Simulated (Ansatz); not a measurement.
The system is Si.

```
Si
1.0
     2.62054    0.00000    0.00000
    -1.31027    2.26946    0.00000
     0.00000    0.00000    2.46635
Si
1
Direct
  0.00000 0.00000 0.00000
```

This isn't the form of Si at room conditions, which is diamond.

Base run:

| Quantity | Value |
| --- | --- |
| Program | Ansatz 0.2.0 |
| Functional | PBEsol |
| Potentials or basis | all-electron LAPW, scalar-relativistic |
| Cutoff | 189 eV |
| Density cutoff | 756 eV |
| Basis error allowed | 0.001 eV/atom |
| k mesh | 12 × 12 × 11 |
| Occupations | fermi-dirac, width 0.05 eV |
| Spin | no spin polarisation |

Its results: pressure 0.6 GPa.

The run is repeated on the same cell with these changes: functional from PBEsol to LDA. What comes out?

Pressure -1.0 GPa.

LDA binds more tightly than PBEsol, so the same cell stands under less pressure.

Not every run made on this cell is shown here.
